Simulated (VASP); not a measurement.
Crystal: HfO2.

```
Hf O
1.0
     5.29363    0.00000    0.00000
     0.00000    5.06902    0.00000
     0.00000    0.00000    5.10117
Hf O
4 8
Cartesian
  0.1726 1.3499 1.2243
  2.4742 1.3499 3.7749
  2.8194 3.7191 1.2243
  5.1210 3.7191 3.7749
  1.9343 0.3427 1.9546
  0.7125 0.3427 4.5051
  3.8603 2.3459 2.4988
  4.0802 2.3459 5.0493
  1.4334 2.7231 5.0493
  1.2134 2.7231 2.4988
  4.5811 4.7263 1.9546
  3.3593 4.7263 4.5051
```

Measurements of this composition are mostly on another form, of space group No. 14.

```yaml
Program: VASP 6.6.1
Task: relaxation of cell and atoms
Functional: LDA
Potentials_or_basis: VASP PAW LDA potentials, release 64 (Hf_pv, O)
Cutoff: 600 eV
k_mesh: 4 × 4 × 4
Occupations: fermi-dirac, width 0.05 eV
Spin: no spin polarisation
```

At the start: pressure -16.3 GPa; volume 11.41 Å³/atom.

Task: How do energy, volume and symmetry change on relaxing?

Result: Over 26 steps the energy falls by 41.3 meV/atom and the volume is 10.62 Å³/atom (-6.9 %); space group Pca2_1 (No. 29, to 0.05 Å).

The path:
| step | energy change (eV) | largest force (eV/Å) | pressure (GPa) | volume (Å³) |
| --- | --- | --- | --- | --- |
| 1 | 0.0000 | 0.1640 | -16.27 | 136.88 |
| 2 | 0.9327 | 0.8214 | 37.90 | 115.19 |
| 3 | -0.4726 | 0.2173 | -0.63 | 128.40 |
| 4 | -0.4731 | 0.2251 | -0.10 | 128.16 |
| 5 | -0.4730 | 0.2309 | 0.27 | 127.99 |
| 6 | -0.4793 | 0.2248 | 0.32 | 127.78 |
| 7 | -0.4796 | 0.1681 | 0.30 | 127.82 |
| 8 | -0.4862 | 0.0966 | -0.46 | 128.03 |
| 9 | -0.4876 | 0.0549 | -0.98 | 128.18 |
| 10 | -0.4897 | 0.1110 | 0.54 | 127.42 |
| 11 | -0.4901 | 0.0751 | 0.09 | 127.64 |
| 12 | -0.4912 | 0.0436 | 0.17 | 127.57 |
| 13 | -0.4915 | 0.0767 | 0.26 | 127.50 |
| 14 | -0.4923 | 0.0587 | 0.07 | 127.58 |
| 15 | -0.4929 | 0.0409 | -0.25 | 127.70 |
| 16 | -0.4930 | 0.0397 | -0.35 | 127.74 |
| 17 | -0.4937 | 0.0360 | -0.04 | 127.58 |
| 18 | -0.4938 | 0.0672 | 0.23 | 127.45 |
| 19 | -0.4945 | 0.0424 | 0.19 | 127.44 |
| 20 | -0.4949 | 0.0398 | 0.14 | 127.41 |
| 21 | -0.4953 | 0.0269 | -0.08 | 127.50 |
| 22 | -0.4954 | 0.0168 | -0.34 | 127.60 |
| 23 | -0.4956 | 0.0135 | -0.25 | 127.55 |
| 24 | -0.4957 | 0.0206 | -0.10 | 127.48 |
| 25 | -0.4957 | 0.0230 | -0.07 | 127.46 |
| 26 | -0.4958 | 0.0071 | 0.00 | 127.43 |

Final structure:
```
Hf O
1.0
     5.16011    0.00000    0.00000
     0.00000    4.95949    0.00000
     0.00000    0.00000    4.97941
Hf O
4 8
Cartesian
  0.1710 1.3305 1.2097
  2.4091 1.3305 3.6994
  2.7510 3.6290 1.2097
  4.9891 3.6290 3.6994
  1.9016 0.3624 1.8873
  0.6785 0.3624 4.3770
  3.7993 2.2733 2.4450
  3.9409 2.2733 4.9347
  1.3608 2.6862 4.9347
  1.2192 2.6862 2.4450
  4.4816 4.5970 1.8873
  3.2586 4.5970 4.3770
```
